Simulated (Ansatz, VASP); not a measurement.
## Two plane-wave programs on Bi

```
Bi
1.0
     3.17866    0.00000    0.00000
     0.00000    3.17866    0.00000
     0.00000    0.00000    3.17866
Bi
1
Direct
  0.00000 0.00000 0.00000
```

Alike in both runs: task single point; functional PBEsol; k mesh 11 × 11 × 11; occupations fermi-dirac, width 0.1 eV; no spin polarisation.

|  | VASP | Ansatz |
| --- | --- | --- |
| version | VASP 6.6.1 | Ansatz 0.2.0 |
| potentials or method | VASP PAW PBE potentials, release 64 (Bi_d) | plane waves (420 eV) with PAW, scalar-relativistic |
| plane-wave cutoff (eV) | 520 | 420 |
| valence electrons in the cell | 15 | 15 |

|  | VASP | Ansatz | Ansatz less VASP |
| --- | --- | --- | --- |
| pressure (GPa) | 2.5 | 2.5 | +0.07 |

Ansatz warned: «pseudo_functional_mismatch».

Caveats: the PAW data sets were made with another functional, which shifts forces and pressure a little (VASP).
